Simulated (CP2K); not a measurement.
Crystal: CdTe.

```
Te Cd
1.0
     4.53255    0.00000    0.00000
     2.26628    3.92531    0.00000
     2.26628    1.30844    3.70082
Te Cd
1 1
Direct
  0.75000 0.75000 0.75000
  0.00000 0.00000 0.00000
```

Base run:

```yaml
Program: CP2K 2026.2
Functional: vdW-DF2
Potentials_or_basis: POTENTIAL_UZH Te GTH-PBE-q6, Cd GTH-PBE-q12; TZVP-MOLOPT-PBE-GTH basis
Density_cutoff: 9184 eV
k_mesh: 7 × 7 × 7
Occupations: fermi-dirac, width 0.05 eV
Spin: no spin polarisation
```

Its results: band gap on the k mesh 0.88 eV, direct; pressure 8.5 GPa.

After a change of settings the same cell gave: band gap on the k mesh 0.61 eV, direct; pressure 1.9 GPa. Which change was it?
A. functional from vdW-DF2 to LDA
B. functional from vdW-DF2 to MS2
C. functional from vdW-DF2 to RPBE
D. functional from vdW-DF2 to BLYP

A.

Caveats: the potentials were made for another functional, which shifts forces and pressure; spin-orbit coupling is left out, which moves the levels of the heavy elements; the basis of atomic orbitals isn't converged, which shifts pressures, moduli and gaps.

Runs at the PBE level aren't shown here.
